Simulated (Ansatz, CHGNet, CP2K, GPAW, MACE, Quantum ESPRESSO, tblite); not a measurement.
## P6_3/mmc (COD entry) MoS2, displaced supercell (54 atoms): runs against a plane-wave reference

The cell holds 54 atoms: 18 Mo and 36 S. Its edges and angles: a = 9.507 Å, b = 9.507 Å, c = 12.324 Å, α = 90.0°, β = 90.0°, γ = 120.0°. It derives from MoS2 (P6_3/mmc (measured, COD)), repeated 3×3×1. P6_3/mmc (COD entry) MoS2 (cell 3.169, 3.169, 12.32, 90, 90, 120), 3 x 3 x 1 conventional cells; every coordinate displaced by a Gaussian of 0.05 Å. Then every atom was moved at random, 0.02 Å r.m.s. a Cartesian component.

Geometry: as built.

The reference, a calculation:

```
method                                           : Kohn-Sham DFT, PBE, PAW, plane waves (Ansatz 0.2.0); cutoff 420 eV, Γ point, fermi-dirac smearing of 0.05 eV; PAW set soft_2
r.m.s. force component                           : 1.188 eV/Å
longest force                                    : 4.817 eV/Å
pressure                                         : 4.597 GPa
gap (highest filled to lowest empty level) : 0.8354 eV
SCF cycles                                       : 12
time                                             : 11 s on 4 threads of Arm Neoverse V1, shared host
CPU time                                         : 42 s
```

The database entry behind the starting cell differs from later determinations by our own check (about 0.3 % long), so it need not match the best structure at ambient conditions.

Q: Estimate the differences from the reference, the CPU time and the memory of each run.
- CP2K PBE+D3, DZVP-MOLOPT-SR, 600/50 Ry, diagonalisation (CP2K 2026.2; 2 threads)
- MACE MP-0b3 medium potential (MACE MP-0b3 medium; 1 thread)
- GPAW PBE, LCAO dzp, h 0.2 Å (GPAW 26.7.0; 1 thread)
- QE PBE, gbrv-1.5, 40/200 Ry (Quantum ESPRESSO 7.5; 2 MPI ranks)
- GPAW RPBE, LCAO dzp, h 0.2 Å (GPAW 26.7.0; 1 thread)
- CHGNet 0.3.0 potential (CHGNet 0.3.0; 1 thread)
- CP2K PBE, TZVP-MOLOPT (SR for Mo), 600/50 Ry, diagonalisation (CP2K 2026.2; 4 MPI ranks)
- GPAW PBE, LCAO szp(dzp), h 0.2 Å (GPAW 26.7.0; 1 thread)
- MACE MPA-0 medium potential (MACE MPA-0 medium; 1 thread)
- CP2K r2SCAN, SCAN potentials, DZVP-UZH(SCAN), 600/50 Ry, diagonalisation (CP2K 2026.2; 4 MPI ranks)

Differences are against the plane-wave reference, forces as r.m.s. over components; share is that over the reference's r.m.s. force, slope the least-squares factor from reference forces to these. Total energies of different programs have different zeros and aren't compared.

```
                                                                     run  Δ force, r.m.s. (meV/Å)  share (%)  slope  Δ pressure (GPa)  Δ gap (eV)  cores  CPU time  memory (GiB)
                                                               reference                        -          -      -                 -           -      4      42 s           1.1
                 CP2K PBE+D3, DZVP-MOLOPT-SR, 600/50 Ry, diagonalisation                     46.4       3.90  1.029             -2.55      0.0038      2   9.9 min           3.4
                                            MACE MP-0b3 medium potential                      320       26.9  0.791              1.05           -      1     7.8 s          0.79
                                             GPAW PBE, LCAO dzp, h 0.2 Å                      248       20.9  1.090                 -     -0.0023      1   4.1 min           1.1
                                             QE PBE, gbrv-1.5, 40/200 Ry                     8.24      0.694  0.998            -0.270      0.0019      2   5.5 min           1.1
                                            GPAW RPBE, LCAO dzp, h 0.2 Å                      296       24.9  1.107                 -       0.011      1     4 min           1.1
                                                  CHGNet 0.3.0 potential                      462       38.9  0.641             0.391           -      1     3.8 s          0.63
           CP2K PBE, TZVP-MOLOPT (SR for Mo), 600/50 Ry, diagonalisation                     44.5       3.75  1.021             0.498      0.0059      4    15 min           5.5
                               GPAW PBE, LCAO szp(dzp), h 0.2 Å (coarse)                      412       34.7  1.148                 -     -0.0157      1   2.9 min             1
                                             MACE MPA-0 medium potential                      212       17.9  1.026              2.61           -      1     8.1 s          0.78
CP2K r2SCAN, SCAN potentials, DZVP-UZH(SCAN), 600/50 Ry, diagonalisation                     88.9       7.48  1.062             0.682      0.0494      4    23 min           5.1
```

Rows marked coarse were listed beforehand as settings not expected to be converged; some can still land near the reference.

Times of the machine-learned potentials are mostly Python's start and the loading of weights.

CPU time is summed over cores on a shared host, where runs went side by side, so it is rough. Symmetry, cutoffs, thresholds, outputs and thread counts weren't matched or tuned between programs; memory under MPI is the largest rank's times the ranks.

PBE on plane waves or a grid with other potentials, cutoffs or grids, coarse settings apart, differs from the reference by 0.69 % (QE PBE, gbrv-1.5, 40/200 Ry) of the r.m.s. force; this holds the reference's own error, so differences of a few per cent don't tell which side is nearer the exact PBE result (QE's 40 Ry are 544 eV, against the reference's 420 eV). The PBE runs in local orbitals, coarse settings apart, differ by 3.8 % (CP2K PBE, TZVP-MOLOPT (SR for Mo), 600/50 Ry, diagonalisation) to 21 % (GPAW PBE, LCAO dzp, h 0.2 Å); basis, grid and potentials can all enter. Machine-learned potentials differ by 18 % (MACE MPA-0 medium potential) to 39 % (CHGNet 0.3.0 potential); they were trained on other programs' data. Among those trained on PBE data the slope goes as low as 0.64, which softening far from their training structures can give, though the reference's k-sampling is untested too. Rows with another functional or a dispersion term differ by 3.9 % (CP2K PBE+D3, DZVP-MOLOPT-SR, 600/50 Ry, diagonalisation) to 25 % (GPAW RPBE, LCAO dzp, h 0.2 Å), which mixes the change of model with differences of basis and potentials, some of them made for another functional. Machine-learned potentials mimic data converged in k, so the reference's own k-point error enters their differences. The runs have no spin polarisation, so moments on Mo can't form, and no Hubbard term. The electronic-structure runs sample only Γ, in a cell whose shortest periodic width is 8 Å.

[Logs are printed without paths, hosts, clocks, repeated set-up lines and the standing remarks that a program may print on its own settings, such as how far it seeks lower states.]

[Hosts, paths, dates, database ids (printed as entryN), source tags and the programs' standing remarks are cut or masked in the printed files.]
